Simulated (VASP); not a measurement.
# TiTe (Fm-3m) in VASP: notebook, part 2 of 2

VASP 6.6.1.

## Step 3: Relaxation of cell and atoms, BLYP+D3

Input file INCAR:

```
SYSTEM = TiTe
PREC = Accurate
ENCUT = 600
EDIFF = 1E-7
ISMEAR = -1
SIGMA = 0.05
LREAL = .False.
LASPH = .True.
NELM = 100
ALGO = Fast
ISIF = 3
LWAVE = .False.
LCHARG = .False.
GGA = B5
ALDAX = 1.0
AGGAX = 1.0
AGGAC = 1.0
ALDAC = 0.0
IVDW = 11
VDW_S6 = 1.0
VDW_S8 = 1.682
VDW_SR = 1.094
VDW_SR8 = 1.0
IBRION = 2
NSW = 40
EDIFFG = -0.01
```

Input file KPOINTS:

```
Automatic mesh
0
Gamma
  8 8 8
  0 0 0
```

Input file POSCAR:

```
TiTe
1.0
    0.0000000000      3.0500668100      3.0500668100
    3.0500668100      0.0000000000      3.0500668100
    3.0500668100      3.0500668100      0.0000000000
Ti Te
1 1
Direct
    0.5000000000      0.5000000000      0.5000000000
    0.0000000000      0.0000000000      0.0000000000
```

Potentials or basis: VASP PAW PBE potentials, release 64 (Ti_sv, Te).

On the command line:

```sh
cat potpaw_PBE.64/Ti_sv/POTCAR potpaw_PBE.64/Te/POTCAR > POTCAR
mpirun -np 1 vasp_std > vasp.out
```

OUTCAR:

```text
SYSTEM = TiTe
   PREC = Accurate
   ENCUT = 600
   EDIFF = 1E-7
   ISMEAR = -1
   LREAL = .False.
   LASPH = .True.
   NELM = 100
   ISIF = 3
   GGA = B5
   IVDW = 11
   IBRION = 2
   NSW = 40
   EDIFFG = -0.01
 IVDW          = 11

 ion  position               nearest neighbor table
   1  0.500  0.500  0.500-   2 3.05   2 3.05   2 3.05   2 3.05   2 3.05   2 3.05
   2  0.000  0.000  0.000-   1 3.05   1 3.05   1 3.05   1 3.05   1 3.05   1 3.05

  LATTYP: Found a face centered cubic cell.
 ALAT       =     6.1001336200

  Lattice vectors:

 A1 = (   0.0000000000,   3.0500668100,   3.0500668100)
 A2 = (   3.0500668100,   0.0000000000,   3.0500668100)
 A3 = (   3.0500668100,   3.0500668100,   0.0000000000)

Analysis of symmetry for initial positions (statically):
=====================================================================
 Subroutine PRICEL returns:
 Original cell was already a primitive cell.

 Routine SETGRP: Setting up the symmetry group for a
 face centered cubic supercell.

 Subroutine GETGRP returns: Found 48 space group operations
 (whereof 48 operations were pure point group operations)
 out of a pool of 48 trial point group operations.

The static configuration has the point symmetry O_h .

Analysis of symmetry for dynamics (positions and initial velocities):
=====================================================================
 Subroutine PRICEL returns:
 Original cell was already a primitive cell.

 Routine SETGRP: Setting up the symmetry group for a
 face centered cubic supercell.

 Subroutine GETGRP returns: Found 48 space group operations
 (whereof 48 operations were pure point group operations)
 out of a pool of 48 trial point group operations.

The dynamic configuration has the point symmetry O_h .

 Subroutine INISYM returns: Found 48 space group operations
 (whereof 48 operations are pure point group operations),
 and found     1 'primitive' translations

----------------------------------------------------------------------------------------

                                     Primitive cell

  volume of cell :      56.7490

  direct lattice vectors                    reciprocal lattice vectors
[... 113 lines left out ...]
   LHFCALC =     F    Hartree Fock is set to
   AEXX    =    0.0000 exact exchange contribution
   IVDW    =    11    specifies the selected vdW correction
   LEPSILON=     F    determine dielectric tensor
   LRPA    =     F    only Hartree local field effects (RPA)
 conjugate gradient relaxation of ions
 non-spin polarized calculation
 RMM-DIIS sequential band-by-band and
  energy-cutoff  :      600.00
  volume of cell :       56.75
 maximum number of plane-waves:      1924
 NGX is ok and might be reduce to    36
   NGX = 17   NGY = 17   NGZ = 17

--------------------------------------- Ionic step        1  -------------------------------------------

 number of electron      18.0000002 magnetization

 Free energy of the ion-electron system (eV)
  ---------------------------------------------------
  ext. energy  EPLUGINS =         0.00000000
  ---------------------------------------------------
  free energy    TOTEN  =        -9.74375514 eV

  energy without entropy =       -9.70021078  energy(sigma->0) =       -9.72198296

------------------------ aborting loop because EDIFF is reached ----------------------------------------

 Edisp (eV)   -1.19730

 E8    (eV) :    -0.8975
[... 31 lines left out ...]
--------------------------------------- Ionic step        2  -------------------------------------------

 number of electron      18.0000001 magnetization

 E-fermi :  10.1852     XC(G=0): -10.0902

 val. band max:       10.1786217918   @ k =  -0.2500   0.1250   0.0000
 cond. band min:      10.1934530614   @ k =   0.5000   0.5000   0.0000
 fundamental gap:      0.0148312696
 Fermi energy:        10.1851510035

 k-point     1 :       0.0000    0.0000    0.0000
  band No.  band energies     occupation
      1     -47.2548      2.00000
      2     -23.7171      2.00000
      3     -23.7171      2.00000
      4     -23.7171      2.00000
      5      -3.7385      2.00000
      6       8.8361      2.00000
      7       8.8361      2.00000
      8       8.8361      2.00000
      9       9.3907      2.00000
     10       9.3907      2.00000
     11       9.3907      2.00000
     12       9.6769      1.99992
     13       9.6769      1.99992
[... 407 lines left out ...]
--------------------------------------- Ionic step        3  -------------------------------------------

 number of electron      17.9999999 magnetization

 Free energy of the ion-electron system (eV)
  ---------------------------------------------------
  ext. energy  EPLUGINS =         0.00000000
  ---------------------------------------------------
  free energy    TOTEN  =        -9.94516600 eV

  energy without entropy =       -9.91394526  energy(sigma->0) =       -9.92955563

 E-fermi :   9.2823     XC(G=0):  -9.7623

 val. band max:        9.2786550369   @ k =  -0.2500   0.2500   0.0000
 cond. band min:       9.2855121021   @ k =   0.5000   0.5000   0.0000
 fundamental gap:      0.0068570652
 Fermi energy:         9.2822622632

 k-point     1 :       0.0000    0.0000    0.0000
  band No.  band energies     occupation
      1     -48.2327      2.00000
      2     -24.6833      2.00000
      3     -24.6833      2.00000
      4     -24.6833      2.00000
      5      -4.2343      2.00000
      6       7.8553      2.00000
      7       7.8553      2.00000
      8       7.8553      2.00000
      9       8.5964      2.00000
     10       8.5964      2.00000
     11       8.5964      2.00000
     12       8.8272      1.99978
     13       8.8272      1.99978
[... 401 lines left out ...]
  FREE ENERGIE OF THE ION-ELECTRON SYSTEM (eV)
  ---------------------------------------------------
  free  energy   TOTEN  =       -11.2900918421 eV

  energy  without entropy=      -11.2588710976  energy(sigma->0) =      -11.27448147

 reached required accuracy - stopping structural energy minimisation
```

OSZICAR:

```text
N       E                     dE             d eps       ncg     rms          rms(c)
DAV:   1     0.145820358690E+03    0.14582E+03   -0.97237E+03   754   0.149E+03
DAV:   2     0.385339529320E+01   -0.14197E+03   -0.13933E+03   779   0.372E+02
DAV:   3    -0.102984207081E+02   -0.14152E+02   -0.13882E+02  1443   0.972E+01
DAV:   4    -0.110467098233E+02   -0.74829E+00   -0.73931E+00  1007   0.198E+01
[... 139 lines left out ...]
RMM:  34    -0.994516560832E+01   -0.14788E-06   -0.17799E-06   409   0.443E-03    0.483E-04
RMM:  35    -0.994516576129E+01   -0.15297E-06   -0.17084E-06   404   0.410E-03    0.616E-04
RMM:  36    -0.994516585116E+01   -0.89867E-07   -0.11109E-06   387   0.385E-03    0.776E-04
RMM:  37    -0.994516593992E+01   -0.88762E-07   -0.10239E-06   358   0.359E-03    0.826E-04
RMM:  38    -0.994516600005E+01   -0.60136E-07   -0.65649E-07   385   0.347E-03
   3 F= -.11290092E+02 E0= -.11274481E+02  d E =-.349034E+00
```

Wall time 6.4 min (1 thread of AMD EPYC 9R45 (Zen 5), shared host); peak memory 0.21 GiB.

Results:

```
Free energy                            : -11.2901 eV
Relaxed volume                         : 23.46 Å³/atom
Relaxed cell                           : a = 4.049 Å, b = 4.049 Å, c = 4.049 Å, α = 60.00°, β = 60.00°, γ = 60.00°
Space group after relaxing (to 0.05 Å) : Fm-3m (No. 225)
Energy gained by relaxing              : 174.5 meV/atom
Ionic steps                            : 3
Pressure after relaxing                : 0.0 GPa
Dispersion energy per atom             : -0.672 eV
```

Step by step:
```
step  energy change (eV)  largest force (eV/Å)  pressure (GPa)  volume (Å³)
   1              0.0000                0.0000           -9.78        56.75
   2             -0.2903                0.0000            6.09        43.67
   3             -0.3490                0.0000            0.03        46.93
```

Final structure:
```
CELL_PARAMETERS angstrom
0.00000 2.86282 2.86282
2.86282 0.00000 2.86282
2.86282 2.86282 0.00000
ATOMIC_POSITIONS crystal
Ti 0.50000 0.50000 0.50000
Te 0.00000 0.00000 0.00000
```

Caveat: the volume moved by over 15 % at a fixed basis, so the end points are rough; the bands computed are all filled at some k points, so no gap is given; the PAW data sets were made with another functional, which shifts forces and pressure a little. Spin-orbit coupling is left out, which matters for the levels of Te.
